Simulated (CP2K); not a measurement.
WC under changes of volume

One of the cells (10.542 Å³/atom); the others are scaled copies at fixed shape and fractional positions:

```
CELL_PARAMETERS angstrom
3.10092 0.00000 0.00000
1.55046 2.68548 0.00000
1.55046 0.89516 2.53189
ATOMIC_POSITIONS crystal
W 0.00000 0.00000 0.00000
C 0.50000 0.50000 0.50000
```

Measurements of this composition are mostly on another form, of space group No. 187.

```yaml
Program: CP2K 2026.2
Functional: LDA
Potentials_or_basis: GTH_POTENTIALS W GTH-PADE-q14, C GTH-PADE-q4; TZVP-MOLOPT-PBE-GTH basis
Density_cutoff: 6123 eV
k_mesh: 10 × 10 × 10
Occupations: fermi-dirac, width 0.01 eV
Spin: no spin polarisation
```

```csv
volume (Å³/atom),energy over the lowest point (meV/atom),pressure (GPa)
9.910,0.00,-87.0
10.120,122.91,-99.3
10.331,260.30,-109.3
10.542,409.44,-117.3
10.753,568.11,-123.3
10.964,?,?
11.175,900.59,-130.4
```

Problem. What does the run at 10.964 Å³/atom give?

Solution. Energy over the lowest point 733.07 meV/atom; pressure -127.5 GPa.

Worked out: A Birch-Murnaghan fit of order 3 (a polynomial in V^(-2/3)) to the other rows has no minimum within the range. It gives 732.10 meV/atom at 10.964 Å³/atom, against the run's 733.07, and -dE/dV = -126.6 GPa, against -127.5.

Energies are extrapolated to zero smearing.

Caveats: the basis of atomic orbitals isn't converged, which shifts pressures, moduli and gaps; the real-space grid breaks the cell's symmetry a little (some runs).
